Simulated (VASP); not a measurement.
# HfB (Fm-3m) in VASP: further runs, part 2 of 2

VASP 6.6.1. The steps go on from the part before.

## 3. Single point, PBE

The input, INCAR:

```
PREC = Accurate
ENCUT = 520
EDIFF = 1E-6
ISMEAR = 0
SIGMA = 0.05
LREAL = F
LASPH = T
NELM = 100
ALGO = Normal
ISIF = 2
LWAVE = F
LCHARG = F
GGA = PE
NBANDS = 14
```

The input, KPOINTS:

```
regular mesh
0
Gamma
  12 12 12
```

The input, POSCAR:

```
HfB
1.0
    0.0000000000      2.3100005622      2.3100005622
    2.3100005622      0.0000000000      2.3100005622
    2.3100005622      2.3100005622      0.0000000000
Hf B
1 1
Direct
    0.5000000000      0.5000000000      0.5000000000
    0.0000000000      0.0000000000      0.0000000000
```

Potentials or basis: VASP PAW PBE potentials, release 64 (Hf_pv, B).

Command:

```
$ cat potpaw_PBE.64/Hf_pv/POTCAR potpaw_PBE.64/B/POTCAR > POTCAR
$ mpirun -np 1 vasp_std > vasp.out
```

OUTCAR:

```text
PREC = Accurate
   ENCUT = 520
   EDIFF = 1E-6
   ISMEAR = 0
   LREAL = F
   LASPH = T
   NELM = 100
   ISIF = 2
   GGA = PE

 ion  position               nearest neighbor table
   1  0.500  0.500  0.500-   2 2.31   2 2.31   2 2.31   2 2.31   2 2.31   2 2.31
   2  0.000  0.000  0.000-   1 2.31   1 2.31   1 2.31   1 2.31   1 2.31   1 2.31

  LATTYP: Found a face centered cubic cell.
 ALAT       =     4.6200011244

  Lattice vectors:

 A1 = (   0.0000000000,   2.3100005622,   2.3100005622)
 A2 = (   2.3100005622,   0.0000000000,   2.3100005622)
 A3 = (   2.3100005622,   2.3100005622,   0.0000000000)

Analysis of symmetry for initial positions (statically):
=====================================================================
 Subroutine PRICEL returns:
 Original cell was already a primitive cell.

 Routine SETGRP: Setting up the symmetry group for a
 face centered cubic supercell.

 Subroutine GETGRP returns: Found 48 space group operations
 (whereof 48 operations were pure point group operations)
 out of a pool of 48 trial point group operations.

The static configuration has the point symmetry O_h .

Analysis of symmetry for dynamics (positions and initial velocities):
=====================================================================
 Subroutine PRICEL returns:
 Original cell was already a primitive cell.

 Routine SETGRP: Setting up the symmetry group for a
 face centered cubic supercell.

 Subroutine GETGRP returns: Found 48 space group operations
 (whereof 48 operations were pure point group operations)
 out of a pool of 48 trial point group operations.

The dynamic configuration has the point symmetry O_h .

 Subroutine INISYM returns: Found 48 space group operations
 (whereof 48 operations are pure point group operations),
 and found     1 'primitive' translations

----------------------------------------------------------------------------------------

                                     Primitive cell

  volume of cell :      24.6528

  direct lattice vectors                    reciprocal lattice vectors
     0.000000000  2.310000562  2.310000562    -0.216450164  0.216450164  0.216450164
     2.310000562  0.000000000  2.310000562     0.216450164 -0.216450164  0.216450164
     2.310000562  2.310000562  0.000000000     0.216450164  0.216450164 -0.216450164

  length of vectors
     3.266834124  3.266834124  3.266834124     0.374902681  0.374902681  0.374902681

  position of ions in fractional coordinates (direct lattice)
     0.500000000  0.500000000  0.500000000
     0.000000000  0.000000000  0.000000000

  ion indices of the primitive-cell ions
   primitive index   ion index
                 1           1
                 2           2

----------------------------------------------------------------------------------------

 KPOINTS: regular mesh

Automatic generation of k-mesh.
 Grid dimensions read from file:
 generate k-points for:   12   12   12

 Generating k-lattice:

  Cartesian coordinates                     Fractional coordinates (reciprocal lattice)
    -0.018037514  0.018037514  0.018037514     0.083333333  0.000000000  0.000000000
     0.018037514 -0.018037514  0.018037514     0.000000000  0.083333333  0.000000000
     0.018037514  0.018037514 -0.018037514     0.000000000  0.000000000  0.083333333

[... 40 lines left out ...]
   total plane-waves  NPLWV =  13824
   dimension x,y,z NGX =    24 NGY =   24 NGZ =   24
   dimension x,y,z NGXF=    48 NGYF=   48 NGZF=   48
   ions per type =               1   1
   NGX,Y,Z   is equivalent  to a cutoff of  12.21, 12.21, 12.21 a.u.
   NGXF,Y,Z  is equivalent  to a cutoff of  24.43, 24.43, 24.43 a.u.
 SYSTEM =  unknown system
   PREC   = accura    normal or accurate (medium, high low for compatibility)
   ISTART =      0    job   : 0-new  1-cont  2-samecut
   ICHARG =      2    charge: 1-file 2-atom 10-const
   ISPIN  =      1    spin polarized calculation?
   LNONCOLLINEAR =      F non collinear calculations
   LSORBIT =      F    spin-orbit coupling
   LASPH  =      T    aspherical Exc in radial PAW
   ENCUT  =  520.0 eV  38.22 Ry    6.18 a.u.   6.07  6.07  6.07*2*pi/ulx,y,z
   NELM   =    100;   NELMIN=  2; NELMDL= -5     # of ELM steps
   EDIFF  = 0.1E-05   stopping-criterion for ELM
   LREAL  =      F    real-space projection
   EDIFFG = 0.1E-04   stopping-criterion for IOM
   NSW    =      0    number of steps for IOM
   IBRION =     -1    ionic relax: 0-MD 1-quasi-New 2-CG
   NFREE  =      0    steps in history (QN), initial steepest desc. (CG)
   ISIF   =      2    stress and relaxation
   ISYM   =      2    0-nonsym 1-usesym 2-fastsym
   POTIM  = 0.5000    time-step for ionic-motion
   TEBEG  =    0.0;   TEEND  =   0.0 temperature during run
   PSTRESS=    0.0 pullay stress
   NELECT =      13.0000    total number of electrons
   NUPDOWN=      -1.0000    fix difference up-down
   EMIN   =  10.00;   EMAX   =-10.00  energy-range for DOS
   EFERMI =   0.00;   METHOD = LEGACY
   ISMEAR =     0;   SIGMA  =   0.05  broadening in eV -4-tet -1-fermi 0-gaus
   EFERMI_NEDOS =   21; number of points for ismear=-14 and -15
   IALGO  =     38    algorithm
   IMIX   =      4    mixing-type and parameters
     AMIX     =   0.40;   BMIX     =  1.00
     AMIX_MAG =   1.60;   BMIX_MAG =  1.00
  volume/ion in A,a.u.               =      12.33        83.18
  Fermi-wavevector in a.u.,A,eV,Ry     =   1.322616  2.499382 23.800860  1.749314
  Thomas-Fermi vector in A             =   2.452284
   LORBIT       =      0    0 simple, 1 ext, 2 COOP (PROOUT), +10 PAW based schemes
   GGA     = PE    functional components
   LHFCALC =     F    Hartree Fock is set to
   AEXX    =    0.0000 exact exchange contribution
   IVDW    =     0    specifies the selected vdW correction
   LEPSILON=     F    determine dielectric tensor
   LRPA    =     F    only Hartree local field effects (RPA)
 non-spin polarized calculation
 Gauss-broadening in eV      SIGMA  =   0.05
  energy-cutoff  :      520.00
  volume of cell :       24.65
 maximum number of plane-waves:       684
   NGX = 13   NGY = 13   NGZ = 13

 number of electron      13.0000002 magnetization

 Free energy of the ion-electron system (eV)
  ---------------------------------------------------
  ext. energy  EPLUGINS =         0.00000000
  ---------------------------------------------------
  free energy    TOTEN  =       -17.15743472 eV

  energy without entropy =      -17.15652644  energy(sigma->0) =      -17.15698058

 E-fermi :   5.1278     XC(G=0): -12.3029

 val. band max:        5.1064323153   @ k =   0.2500   0.0833   0.0000
 cond. band min:       5.1367759707   @ k =   0.5000   0.2500   0.0000
 fundamental gap:      0.0303436554
 Fermi energy:         5.1278099792

 k-point     1 :       0.0000    0.0000    0.0000
  band No.  band energies     occupation
      1     -23.1734      2.00000
      2     -23.1734      2.00000
      3     -23.1734      2.00000
      4      -4.4461      2.00000
      5       7.3266      0.00000
      6       7.3266      0.00000
      7       7.3266      0.00000
      8       9.0871      0.00000
      9       9.0871      0.00000
     10       9.0871      0.00000
     11       9.3528      0.00000
     12       9.3528      0.00000
     13      16.8018      0.00000
     14      18.1406      0.00000
[... 377 lines left out ...]
      1     -23.8345      2.00000
      2     -23.3893      2.00000
      3     -23.2792      2.00000
      4       0.3733      2.00000
      5       0.9496      2.00000
      6       3.9261      2.00000
      7       4.1244      2.00000
      8      10.8926      0.00000
      9      11.2603      0.00000
     10      12.0987      0.00000
     11      15.9814      0.00000
     12      17.0279      0.00000
     13      18.3690      0.00000
     14      20.3037      0.00000

 [... further k-points ...]

------------------------ aborting loop because EDIFF is reached ----------------------------------------

  FORCE on cell =-STRESS in cart. coord.  units (eV):
  Direction    XX          YY          ZZ          XY          YZ          ZX
  --------------------------------------------------------------------------------------
  -------------------------------------------------------------------------------------
  Total        4.7299888      4.7299888      4.7299888      0.0000000      0.0000000      0.0000000
  in kB      307.4004067    307.4004067    307.4004067      0.0000000      0.0000000      0.0000000
  external PRESSURE =     307.4004067 kB  Pullay stress =       0.0000000 kB

 VOLUME and BASIS-vectors are now :
 -----------------------------------------------------------------------------
  energy-cutoff  :      520.00
  volume of cell :       24.65
      direct lattice vectors                 reciprocal lattice vectors
     0.000000000  2.310000562  2.310000562    -0.216450164  0.216450164  0.216450164
     2.310000562  0.000000000  2.310000562     0.216450164 -0.216450164  0.216450164
     2.310000562  2.310000562  0.000000000     0.216450164  0.216450164 -0.216450164

 POSITION                                       TOTAL-FORCE (eV/Angst)
 -----------------------------------------------------------------------------------
      2.31000      2.31000      2.31000        -0.000000     -0.000000      0.000000
      0.00000      0.00000      0.00000         0.000000      0.000000     -0.000000
 -----------------------------------------------------------------------------------
    total drift:                                0.000000     -0.000000      0.000000

  FREE ENERGIE OF THE ION-ELECTRON SYSTEM (eV)
  ---------------------------------------------------
  free  energy   TOTEN  =       -17.1574347235 eV

  energy  without entropy=      -17.1565264441  energy(sigma->0) =      -17.15698058
```

OSZICAR:

```text
N       E                     dE             d eps       ncg     rms          rms(c)
DAV:   1     0.227449624691E+02    0.22745E+02   -0.70604E+03  2016   0.876E+02
DAV:   2    -0.177636830135E+02   -0.40509E+02   -0.38335E+02  2598   0.194E+02
DAV:   3    -0.187884961807E+02   -0.10248E+01   -0.10213E+01  2498   0.214E+01
DAV:   4    -0.187920257080E+02   -0.35295E-02   -0.35294E-02  2354   0.153E+00
DAV:   5    -0.187920438569E+02   -0.18149E-04   -0.18149E-04  2546   0.979E-02    0.665E+01
DAV:   6    -0.172204678789E+02    0.15716E+01   -0.25511E+00  2394   0.990E+00    0.420E+01
DAV:   7    -0.171897110480E+02    0.30757E-01   -0.86161E-01  2604   0.574E+00    0.944E+00
DAV:   8    -0.171574100671E+02    0.32301E-01   -0.99898E-02  2274   0.192E+00    0.106E+00
DAV:   9    -0.171574781380E+02   -0.68071E-04   -0.68504E-03  2634   0.565E-01    0.125E-01
DAV:  10    -0.171574402719E+02    0.37866E-04   -0.31571E-04  2202   0.115E-01    0.564E-02
DAV:  11    -0.171574346336E+02    0.56382E-05   -0.29379E-05  2454   0.366E-02    0.115E-02
DAV:  12    -0.171574347235E+02   -0.89922E-07   -0.71120E-07  1874   0.701E-03
   1 F= -.17157435E+02 E0= -.17156981E+02  d E =-.908279E-03
```

stdout:

```text
POSCAR found type information on POSCAR HfB
 POSCAR found :  2 types and       2 ions
 scaLAPACK will be used
 LDA part: xc-table for (Slater+PW92), standard interpolation
 POSCAR, INCAR and KPOINTS ok, starting setup
 FFT: planning ... GRIDC
 FFT: planning ... GRID_SOFT
 FFT: planning ... GRID
 WAVECAR not read
 entering main loop
```

It took 9.8 s on 1 thread of Intel Xeon Platinum 8488C (Sapphire Rapids), shared host; peak memory 0.15 GiB.

Results:

```
Free energy            : -17.1574 eV
Pressure               : 30.7 GPa
Band gap on the k mesh : none (metal or under the smearing width)
```

Levels at points of the mesh, in eV from the Fermi level:
| k point | band 3 | band 4 | band 5 | band 6 | band 7 | band 8 | band 9 | band 10 | band 11 | band 12 |
| --- | --- | --- | --- | --- | --- | --- | --- | --- | --- | --- |
| (0.00, 0.00, 0.00) | -28.30 | -9.57 | 2.20 | 2.20 | 2.20 | 3.96 | 3.96 | 3.96 | 4.22 | 4.22 |
| (0.50, 0.00, 0.00) | -28.38 | -5.02 | -4.06 | -1.37 | -1.37 | 6.54 | 6.54 | 7.59 | 8.46 | 14.01 |
| (0.50, 0.50, 0.00) | -28.56 | -6.74 | -1.10 | -0.91 | 2.37 | 2.37 | 6.25 | 7.91 | 7.91 | 9.43 |

Caveat: a pressure of tens of GPa on the cell as given is suspect, and the run, the potentials or the cell itself is likely at fault. Spin-orbit coupling is left out, which matters for the levels of Hf.
